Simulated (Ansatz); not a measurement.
# CdS (Greenockite) (P6_3mc) in Ansatz: notebook

The runs below take CdS (Greenockite) through relaxation of cell and atoms, single point, with RPBE+D3(BJ), RPBE+D4, PBEsol, RPBE, LDA.

Program: Ansatz 0.2.0. These are calculated values, not measurements. Logs are shortened: lines on timing, memory, paths and dates and some standing lists are left out, and cuts for length are marked.

**What was measured.**

From “Isotope dependence of band-gap energy”, 2008, arxiv:0807.2152, for a bulk crystal of CdS: band gap 2.5809 ± 0.0002 eV.

The results are compared with them further down.

**1. The structure**

The structure is hexagonal, space group P6_3mc (No. 186). The conventional cell has a = 4.150 Å, b = 4.150 Å, c = 6.737 Å, α = 90.00°, β = 90.00°, γ = 120.00°. Around Cd (site symmetry 3m) lie 4 S at 2.53 to 2.54 Å. Around S (site symmetry 3m) lie 4 Cd at 2.53 to 2.54 Å.

**2. Relaxation of cell and atoms, RPBE+D3(BJ)**

input.yaml

```yaml
crystal:
  lattice:
    - [4.15, 0.0, 0.0]
    - [-2.075, 3.5940054257, 0.0]
    - [0.0, 0.0, 6.737]
  atoms:
    - { symbol: Cd, position: [0.6666666667, 0.3333333333, 0.5] }
    - { symbol: Cd, position: [0.3333333333, 0.6666666667, 0.0] }
    - { symbol: S, position: [0.6666666667, 0.3333333333, 0.875] }
    - { symbol: S, position: [0.3333333333, 0.6666666667, 0.375] }
hamiltonian:
  xc: rpbe
  pseudopotentials: { kind: paw }
  dispersion: d3bj
kpoints:
  mp_grid: { grid: [7, 7, 4] }
scf:
  occupations: { method: fermi_dirac, width: 0.05 }
output:
  forces: true
  stress: true
  write_density: true
  write_potential: true
  elf: true
  volumetric_format: npy
relax:
  f_tol: 0.01
  max_steps: 40
  cell: { stress_tol: 0.05 }
```

Potentials or basis: Ansatz PAW.

Launch:

```bash
ansatz run input.yaml --threads 2 --pin off --max-ram 5632MiB --backend cpu --events-out ev --progress --plain --runs-dir out
```

Log:

```text
Warning: RAYON_NUM_THREADS=2 ignored (pool sized by the plan → 2); use --threads N
Engine: ansatz 0.2.0, x86_64-unknown-linux-gnu
Pseudopotentials: kind: paw
Pseudopotential: Cd, paw, valence charge 20, recommended cutoff 420 eV (normal), Cd.paw.azcp
Pseudopotential: S, paw, valence charge 6, recommended cutoff 420 eV (normal), S.paw.azcp
Functional definition: RPBE
  parameter kappa = 0.804
  parameter beta = 0.06672455060314922
  exchange = rpbe_x(kappa = kappa, mu = beta*pi^2/3)
  correlation = pbe_c(beta = beta)
Crystal: 4 atoms, lattice volume = 100.483 Å³
Basis set: ecut = 420 eV, 1973 PW (Γ), exchange–correlation on 60×60×96 points (8 copies of the dense FFT grid, shifted against one another)
Bands: 32, of which v1, the nominal top of the filled ones, is band 26 counted from 1 (25 counted from 0)
Symmetry: 12 space group operations
Space group: P63mc (ITA 186), of the structure as read, at distance tolerance 4.6e-5 Å
k-points: 24 of 196 (time reversal used)
Non-local potential: Cd, projectors of the file, l = 0: 3, l = 1: 2, l = 2: 2, l = 3: 1
Non-local potential: S, projectors of the file, l = 0: 2, l = 1: 2, l = 2: 2
PAW form: soft (Blöchl's): semilocal exchange-correlation on the pseudo side does not see the compensation charge
PAW frozen core: Cd, regenerated for the run's functional, and the local potential with it (the file was generated under x = pbe(κ = 0.804, μ = 0.2195149727645171), c = pbe(β = 0.06672455060314922))
PAW frozen core: S, regenerated for the run's functional, and the local potential with it (the file was generated under x = pbe(κ = 0.804, μ = 0.2195149727645171), c = pbe(β = 0.06672455060314922))
PAW one-centre angular grid: Cd, 590 points (default); XC on 64 Gauss nodes
PAW one-centre angular grid: S, 110 points (default); XC on 64 Gauss nodes
Initial density: superposition of atomic densities (neutral atoms: chi_scale 0, normalization atom), corrected by the library's trained network
Initial wavefunctions: pseudopotential atomic-orbital guess
Functional: x = rpbe, c = pbe(β = 0.06672455060314922)
SCF iter   1: F=—  HF=-18343.705227 eV  |F-HF|=—  |Δ(HF+E_count)|=         —  Δρ=3.65e-3  dr2=1.17e-2  ethr=1.77e-3  ⟨swp⟩=6.0  Hψ=3037  notcnv=0
preconditioner: auto → Resta (q_TF=auto, 2.445 Å⁻¹)  ε∞=4.6  [insulator: Δε(μ)=1.392 eV  Ē_g=11.774 eV  σ=0.050 eV  W_gap=1.00  n_scr=22 (ndim 8)  ℏωp=22.2 eV  f_vac=0.131  D(μ)=0.00/eV (n_scr^D=0)  ε∞_Penn≈4.6]
SCF iter   2: F=—  HF=-18343.704324 eV  |F-HF|=—  |Δ(HF+E_count)|=   9.03e-4  Δρ=1.33e-3  dr2=1.86e-3  ethr=2.24e-5  ⟨swp⟩=2.1  Hψ=1266  notcnv=0
SCF iter   3: F=—  HF=-18343.704439 eV  |F-HF|=—  |Δ(HF+E_count)|=   1.16e-4  Δρ=5.52e-4  dr2=3.93e-4  ethr=3.58e-6  ⟨swp⟩=1.0  Hψ=729  notcnv=0
SCF iter   4: F=—  HF=-18343.704628 eV  |F-HF|=—  |Δ(HF+E_count)|=   1.89e-4  Δρ=1.31e-4  dr2=1.98e-5  ethr=7.55e-7  ⟨swp⟩=2.2  Hψ=1161  notcnv=0
SCF iter   5: F=—  HF=-18343.704775 eV  |F-HF|=—  |Δ(HF+E_count)|=   1.46e-4  Δρ=4.11e-5  dr2=2.30e-6  ethr=3.81e-8  ⟨swp⟩=2.0  Hψ=1161  notcnv=0
SCF iter   6: F=—  HF=-18343.704782 eV  |F-HF|=—  |Δ(HF+E_count)|=   7.65e-6  Δρ=1.19e-5  dr2=1.65e-7  ethr=4.42e-9  ⟨swp⟩=2.0  Hψ=1161  notcnv=0
SCF iter   7: F=-18343.704783 eV  HF=-18343.704783 eV  |F-HF|=2.89e-8  |Δ(HF+E_count)|=   9.33e-7  Δρ=4.29e-6  dr2=1.74e-8  ethr=1.92e-10  ⟨swp⟩=9.0  Hψ=4733  notcnv=0
SCF 1 converged in 7 iterations: F = -18343.704783 eV  dr2 = 1.74e-8
relax step   1: F+E_penalty+E_count = -18343.70478321 eV  Δ(F+E_penalty+E_count) = +0.000e0 eV  max|allowed force component| = 8.897e-2 eV/Å  Δτ_max = 0.0000 Å  P = -4.375 GPa  Ω = 100.483 Å³  (7 SCF iters, dr2 threshold 1.00e-7 eV, accepted)
[... 11 lines left out ...]
relax step   4: F+E_penalty+E_count = -18343.81537708 eV  Δ(F+E_penalty+E_count) = -5.907e-4 eV  max|allowed force component| = 9.443e-3 eV/Å  Δτ_max = 0.0079 Å  P = +0.006 GPa  Ω = 93.195 Å³  energy of the carried Pulay correction = +1.942e-3 eV  (5 SCF iters, dr2 threshold 2.52e-8 eV, accepted)
[... 12 lines left out ...]
relax step   5: F+E_penalty+E_count = -18343.81550017 eV  Δ(F+E_penalty+E_count) = -1.231e-4 eV  max|allowed force component| = 1.514e-3 eV/Å  Δτ_max = 0.0053 Å  P = -0.004 GPa  Ω = 93.186 Å³  energy of the carried Pulay correction = +1.945e-3 eV  (8 SCF iters, accepted)
[... 10 lines left out ...]
relax step   6: F+E_penalty+E_count = -18343.81351029 eV  Δ(F+E_penalty+E_count) = +1.990e-3 eV  max|allowed force component| = 1.544e-3 eV/Å  Δτ_max = 0.0000 Å  P = -0.004 GPa  Ω = 93.186 Å³  stress off target by 4.92e-3 GPa  SCF on the basis re-selected at this cell (its energy is not comparable with the rows above)  (5 SCF iters)
basis re-selected at this cell: Δ(F+E_penalty+E_count) = +1.990e-3 eV, ΔP = -0.000 GPa vs the last step (what re-selecting the basis moved, of the pressure what is left beyond the Pulay correction that the steps carried, after the strain that the cell walked since its last selection, with what the two solves' SCF thresholds leave and, on support functions, any second-order correction that the steps lacked; it is no measure of the basis error at this ecutwfc). The dense FFT grid was sized anew with the basis: this SCF ran on 30×30×45 points, the steps before it on 30×30×48, so part of this shift can come from that change (see relax.cell in the input reference). This SCF's stress stands 4.92e-3 GPa from its target on what of the cell is left free (relax.cell.stress_tol is 5.00e-2 GPa) and its largest allowed force component is 1.54e-3 eV/Å (relax.f_tol is 1.00e-2 eV/Å): within both
SCF converged after 5 iterations
Free energy (F): -18343.813510 eV
Harris-Foulkes:  -18343.813510 eV  (|F-HF|=8.00e-11)
Internal energy: -18343.813510 eV  (E = F + TS)
E sigma→0 (E₀):  -18343.813510 eV
Fermi energy:    8.750275 eV
--- Per-component energies (eV) ---
  E_band       = -968.267608
  E_kinetic    = 1227.811725
  E_local      = -7847.934709  (includes V_loc(G=0)·N_el)
  E_nonlocal   = 121.324927
  E_hartree    = 3619.963453
  E_xc         = -550.866816
  E_vxc        = -620.757980  (∫ρ·V_xc dr)
  E_paw        = -9390.140781  (= ΣΔE_a)
  E_vpaw       = -1088.638572  (= ΣTr[D̂ρ^β])
  E_aug_tail   = 0.000032  (compensation charges beyond the density's cutoff)
  E_ewald      = -5518.646735
  E_disp       = -5.027110  (pairwise vdW)
  E_core_change = -0.297496  (= ΣΔE_core)
  E_smearing   = -0.000000  (= −TS)
  E_closure    = -0.000000  (closes the sum)
  Σ components = -18343.813510   (vs F -18343.813510, Δ=0.00e0)
--- Forces (eV/Å), atoms counted from 1 ---
  atom   1  Cd     0.00000000    -0.00000000    -0.00154376
  atom   2  Cd    -0.00000000     0.00000000    -0.00154376
  atom   3  S      0.00000000    -0.00000000     0.00154408
  atom   4  S      0.00000000     0.00000000     0.00154408
  max |Σ_I F_I| component: 6.44e-7 eV/Å
--- Stress (GPa, compression-positive) ---
       -0.004922       0.000000      -0.000000
        0.000000      -0.004922      -0.000000
       -0.000000       0.000000      -0.002736
  P = ⅓ Tr σ = -0.0042 GPa (-0.042 kbar)
--- Band table (eV; the first three rows and the last of 24) ---
  k-point 0: bands = ["-93.4841", "-93.4841", "-54.5615", "-54.5606", "-54.5606", "-54.5605", "-54.5604", "-54.5604", "-4.8061", "-4.3082", "0.0026", "0.0026", "0.0258", "0.0983", "0.0983", "0.5046", "0.5046", "0.6232", "0.6232", "1.0586", "3.2952", "7.0640", "7.0640", "7.9220", "7.9235", "7.9235", "9.5115", "10.7938", "14.3903", "14.3903", "14.9874", "15.5492"]
[... 3 lines left out ...]
--- Relaxed structure (5 steps of the walk, 5 accepted, 1 SCFs on fresh bases) ---
  F+E_penalty+E_count = -18343.81351029 eV   max|allowed force component| = 1.544e-3 eV/Å   (the final SCF, on the basis selected at the relaxed cell)
  cell:  # Å, volume = 93.1857 Å³
    - [4.071020258213593, 0.0, -3.38811196937864e-17]
    - [-2.0355101291067963, 3.5256069629340563, 1.69405598468932e-17]
    - [-5.50017116571593e-17, -2.7908890741770495e-34, 6.492504421723047]
  atoms:
    - { symbol: Cd, position: [0.6666666666666666, 0.3333333333333333, 0.49632492267415895] }
    - { symbol: Cd, position: [0.3333333333333333, 0.6666666666666666, -0.0036750773258411146] }
    - { symbol: S, position: [0.6666666666666666, 0.3333333333333333, 0.8786750773258412] }
    - { symbol: S, position: [0.3333333333333333, 0.6666666666666666, 0.3786750773258411] }
```

It took 44 s on 2 threads of Intel Xeon at 2.50GHz (Skylake/Cascade Lake), shared host; peak memory 0.4 GiB.

Results:

```
Free energy                            : -18343.8135 eV
Relaxed volume                         : 23.30 Å³/atom
Relaxed cell                           : a = 4.071 Å, b = 4.071 Å, c = 6.493 Å, α = 90.00°, β = 90.00°, γ = 120.00°
Space group after relaxing (to 0.05 Å) : P6_3mc (No. 186)
Energy gained by relaxing              : 27.2 meV/atom
Ionic steps                            : 6
Pressure after relaxing                : 0.0 GPa
Band gap on the k mesh                 : 1.59 eV, direct
```

Step by step:
| step | energy change (eV) | largest force (eV/Å) | volume (Å³) |
| --- | --- | --- | --- |
| 1 | 0.0000 | 0.0890 | 100.48 |
| 2 | -0.1095 | 0.0263 | 92.94 |
| 3 | -0.1100 | 0.0201 | 93.25 |
| 4 | -0.1106 | 0.0094 | 93.20 |
| 5 | -0.1107 | 0.0015 | 93.19 |
| 6 | -0.1087 | 0.0015 | 93.19 |

Final structure:
```cif
data_structure
_symmetry_space_group_name_H-M 'P 1'
_symmetry_Int_Tables_number 1
_cell_length_a 4.0710
_cell_length_b 4.0710
_cell_length_c 6.4925
_cell_angle_alpha 90.000
_cell_angle_beta 90.000
_cell_angle_gamma 120.000
_cell_volume 93.19
loop_
_atom_site_label
_atom_site_type_symbol
_atom_site_fract_x
_atom_site_fract_y
_atom_site_fract_z
_atom_site_occupancy
Cd1 Cd 0.66667 0.33333 0.49632 1
Cd2 Cd 0.33333 0.66667 0.99632 1
S1 S 0.66667 0.33333 0.87868 1
S2 S 0.33333 0.66667 0.37868 1
```

Caveat: odd divisions of the mesh miss points on the zone boundary, where band edges often lie, so the gap on the mesh can be too wide; the plane-wave basis is chosen anew once the cell has moved, so the energies of steps on either side of that aren't comparable; the PAW data sets come from PBE, with cores solved anew for the run's functional, which leaves a small shift of forces and pressure. A hybrid or GW would open this gap; RPBE tends to underestimate it.

**3. Relaxation of cell and atoms, RPBE+D4**

Edit input.yaml of step 2 so:

```diff
@@ -13,3 +13,3 @@
   pseudopotentials: { kind: paw }
-  dispersion: d3bj
+  dispersion: d4
 kpoints:
@@ -21,6 +21,2 @@
   stress: true
-  write_density: true
-  write_potential: true
-  elf: true
-  volumetric_format: npy
 relax:
```

Potentials or basis: Ansatz PAW.

Launch:

```bash
ansatz run input.yaml --threads 2 --pin off --max-ram 5632MiB --backend cpu --events-out ev --progress --plain --runs-dir out
```

Wall time 26 s (2 threads of Intel Xeon at 2.50GHz (Skylake/Cascade Lake), shared host); peak memory 0.4 GiB.

Results (log left out):

```
Free energy                            : -18341.4760 eV
Relaxed volume                         : 25.09 Å³/atom
Relaxed cell                           : a = 4.150 Å, b = 4.150 Å, c = 6.730 Å, α = 90.00°, β = 90.00°, γ = 120.00°
Space group after relaxing (to 0.05 Å) : P6_3mc (No. 186)
Energy gained by relaxing              : 0.3 meV/atom
Ionic steps                            : 4
Pressure after relaxing                : 0.0 GPa
Band gap on the k mesh                 : 1.39 eV
```

Step by step:
```csv
step,energy change (eV),largest force (eV/Å),volume (Å³)
1,0.0000,0.0759,100.48
2,-0.0010,0.0272,100.35
3,-0.0012,0.0020,100.36
4,-0.0012,0.0020,100.36
```

Final structure:
```
CELL_PARAMETERS angstrom
4.14952 0.00000 0.00000
-2.07476 3.59359 0.00000
0.00000 0.00000 6.73019
ATOMIC_POSITIONS crystal
Cd 0.66667 0.33333 0.49877
Cd 0.33333 0.66667 0.99877
S 0.66667 0.33333 0.87623
S 0.33333 0.66667 0.37623
```

Caveat: odd divisions of the mesh miss points on the zone boundary, where band edges often lie, so the gap on the mesh can be too wide; the plane-wave basis is chosen anew once the cell has moved, so the energies of steps on either side of that aren't comparable; the PAW data sets come from PBE, with cores solved anew for the run's functional, which leaves a small shift of forces and pressure.

**4. Relaxation of cell and atoms, PBEsol**

Edit input.yaml of step 3 so:

```diff
@@ -11,5 +11,4 @@
 hamiltonian:
-  xc: rpbe
+  xc: pbesol
   pseudopotentials: { kind: paw }
-  dispersion: d4
 kpoints:
@@ -21,2 +20,6 @@
   stress: true
+  write_density: true
+  write_potential: true
+  elf: true
+  volumetric_format: npy
 relax:
```

Launch:

```bash
ansatz run input.yaml --threads 2 --pin off --max-ram 5632MiB --backend cpu --events-out ev --progress --plain --runs-dir out
```

It took 25 s on 2 threads of Intel Xeon at 2.50GHz (Skylake/Cascade Lake), shared host; peak memory 0.41 GiB.

Results (log left out):

```yaml
Free_energy: -18140.4522 eV
Relaxed_volume: 24.70 Å³/atom
Relaxed_cell: a = 4.123 Å, b = 4.123 Å, c = 6.712 Å, α = 90.00°, β = 90.00°, γ = 120.00°
Space_group_after_relaxing_to_0.05_Å: P6_3mc (No. 186)
Energy_gained_by_relaxing: 1.5 meV/atom
Ionic_steps: 4
Pressure_after_relaxing: 0.0 GPa
Largest_force_after_relaxing: 0.008 eV/Å
Band_gap_on_the_k_mesh: 1.09 eV, direct
```

Forces in eV/Å, atoms in the order of the input:
```
Cd   0.000  0.000 -0.008
Cd   0.000  0.000 -0.008
S    0.000  0.000  0.008
S    0.000  0.000  0.008
```

The path:
| step | energy change (eV) | largest force (eV/Å) | volume (Å³) |
| --- | --- | --- | --- |
| 1 | 0.0000 | 0.0653 | 100.48 |
| 2 | -0.0063 | 0.0224 | 98.75 |
| 3 | -0.0063 | 0.0080 | 98.80 |
| 4 | -0.0061 | 0.0080 | 98.80 |

Final structure:
```
CELL_PARAMETERS angstrom
4.12289 0.00000 0.00000
-2.06145 3.57053 0.00000
0.00000 0.00000 6.71163
ATOMIC_POSITIONS crystal
Cd 0.66667 0.33333 0.49941
Cd 0.33333 0.66667 0.99941
S 0.66667 0.33333 0.87559
S 0.33333 0.66667 0.37559
```

Levels at points of the mesh, in eV from the valence-band top:
```csv
k point,band 24,band 25,band 26,band 27,band 28,band 29
"(0.00, 0.00, 0.00)",-0.05,0.00,0.00,1.09,2.68,6.36
"(0.00, 0.00, -0.50)",-0.40,-0.40,-0.40,2.76,2.76,6.04
```

Caveat: odd divisions of the mesh miss points on the zone boundary, where band edges often lie, so the gap on the mesh can be too wide; the plane-wave basis is chosen anew once the cell has moved, so the energies of steps on either side of that aren't comparable; the PAW data sets come from PBE, with cores solved anew for the run's functional, which leaves a small shift of forces and pressure.

**5. Single point, RPBE**

Edit input.yaml of step 4 so:

```diff
@@ -11,3 +11,3 @@
 hamiltonian:
-  xc: pbesol
+  xc: rpbe
   pseudopotentials: { kind: paw }
@@ -16,3 +16,3 @@
 scf:
-  occupations: { method: fermi_dirac, width: 0.05 }
+  occupations: { method: gaussian, width: 0.02 }
 output:
@@ -20,9 +20,2 @@
   stress: true
-  write_density: true
-  write_potential: true
-  elf: true
-  volumetric_format: npy
-relax:
-  f_tol: 0.01
-  max_steps: 40
-  cell: { stress_tol: 0.05 }
+  eigenvalues: true
```

Launch:

```bash
ansatz run input.yaml --threads 2 --pin off --max-ram 5632MiB --backend cpu --events-out ev --progress --plain --runs-dir out
```

Run time: 6.9 s. Hardware: 2 threads of Intel Xeon at 2.50GHz (Skylake/Cascade Lake), shared host; peak memory 0.38 GiB.

The run converged. Its results:

```yaml
Free_energy: -18339.1063 eV
Pressure: 4.3 GPa
Largest_force: 0.070 eV/Å
Band_gap_on_the_k_mesh: 1.38 eV, direct
```

Forces on the atoms (eV/Å):
```
Cd   0.000  0.000 -0.070
Cd   0.000  0.000 -0.070
S    0.000  0.000  0.070
S    0.000  0.000  0.070
```

Stress tensor (GPa, compression positive):
```
4.06 0.00 0.00
0.00 4.06 0.00
0.00 0.00 4.70
```

Levels at points of the mesh, in eV from the valence-band top:
| k point | band 22 | band 23 | band 24 | band 25 | band 26 | band 27 | band 28 | band 29 | band 30 | band 31 |
| --- | --- | --- | --- | --- | --- | --- | --- | --- | --- | --- |
| (0.00, 0.00, 0.00) | -0.75 | -0.75 | -0.04 | 0.00 | 0.00 | 1.38 | 2.93 | 6.55 | 6.55 | 6.88 |
| (0.00, 0.00, -0.50) | -2.40 | -0.39 | -0.39 | -0.39 | -0.39 | 2.99 | 2.99 | 6.32 | 6.32 | 6.90 |

Caveat: odd divisions of the mesh miss points on the zone boundary, where band edges often lie, so the gap on the mesh can be too wide; the PAW data sets come from PBE, with cores solved anew for the run's functional, which leaves a small shift of forces and pressure.

**6. Single point, LDA**

Edit input.yaml of step 5 so:

```diff
@@ -11,3 +11,3 @@
 hamiltonian:
-  xc: rpbe
+  xc: lda
   pseudopotentials: { kind: paw }
@@ -16,3 +16,3 @@
 scf:
-  occupations: { method: gaussian, width: 0.02 }
+  occupations: { method: gaussian, width: 0.05 }
 output:
```

Potentials or basis: Ansatz PAW.

Launch:

```bash
ansatz run input.yaml --threads 2 --pin off --max-ram 5632MiB --backend cpu --events-out ev --progress --plain --runs-dir out
```

Run time: 6.3 s. Hardware: 2 threads of Intel Xeon at 2.50GHz (Skylake/Cascade Lake), shared host; peak memory 0.37 GiB.

It converged, with:

```
Free energy            : -17977.2401 eV
Pressure               : -3.1 GPa
Largest force          : 0.061 eV/Å
Band gap on the k mesh : 0.91 eV, direct
```

Forces on the atoms (eV/Å):
```
Cd   0.000  0.000 -0.061
Cd   0.000  0.000 -0.061
S    0.000  0.000  0.061
S    0.000  0.000  0.061
```

Stress tensor (GPa, compression positive):
```
-3.31  0.00  0.00
 0.00 -3.31  0.00
 0.00  0.00 -2.73
```

Levels at points of the mesh, in eV from the valence-band top:
```tsv
k point	band 24	band 25	band 26	band 27	band 28	band 29
(0.00, 0.00, 0.00)	-0.05	0.00	0.00	0.91	2.54	6.27
(0.00, 0.00, -0.50)	-0.40	-0.40	-0.40	2.60	2.60	5.95
```

Caveat: odd divisions of the mesh miss points on the zone boundary, where band edges often lie, so the gap on the mesh can be too wide; the PAW data sets come from PBE, with cores solved anew for the run's functional, which leaves a small shift of forces and pressure.

**7. Overview**

| task | level | cell | smearing | gap on the mesh (eV) | pressure (GPa) | relaxed volume (Å³/atom) | largest force (eV/Å) |
| --- | --- | --- | --- | --- | --- | --- | --- |
| relaxation of cell and atoms | RPBE+D3(BJ) | relaxed | fermi-dirac 0.05 eV | 1.59 | 0.0 | 23.30 | - |
| relaxation of cell and atoms | RPBE+D4 | relaxed | fermi-dirac 0.05 eV | 1.39 | 0.0 | 25.09 | - |
| relaxation of cell and atoms | PBEsol | relaxed | fermi-dirac 0.05 eV | 1.09 | 0.0 | 24.70 | 0.01 |
| single point | RPBE | as given | gaussian 0.02 eV | 1.38 | 4.3 | - | 0.07 |
| single point | LDA | as given | gaussian 0.05 eV | 0.91 | -3.1 | - | 0.06 |

Alike in all rows: potentials or basis Ansatz PAW; no spin polarisation; k mesh 7 × 7 × 4; cutoff (eV) 420.

Caveats: odd divisions of the mesh miss points on the zone boundary, where band edges often lie, so the gap on the mesh can be too wide; the PAW data sets come from PBE, with cores solved anew for the run's functional, which leaves a small shift of forces and pressure; the plane-wave basis is chosen anew once the cell has moved, so the energies of steps on either side of that aren't comparable (some runs).

Absolute energies hang on the potentials; compare differences alone.

**8. How close it comes**

Step 5. A measured gap of CdS is 2.5809 eV (quoted in “Isotope dependence of band-gap energy”, 2008, arxiv:0807.2152); the calculated 1.38 eV misses it by -1.20 eV. Spin-orbit coupling on Cd is left out. The value is that of RPBE, without temperature or zero-point motion. Semilocal functionals fall short of measured gaps as a rule.

Step 6. Measured gap of CdS: 2.5809 eV (quoted in “Isotope dependence of band-gap energy”, 2008, arxiv:0807.2152). This calculation gives 0.91 eV (-1.67 eV). So large a miss can be the level of theory's own, or it may mean another phase, state or a wrong row. Spin-orbit coupling on Cd is left out. The value is that of LDA, without temperature or zero-point motion. Semilocal functionals fall short of measured gaps as a rule.
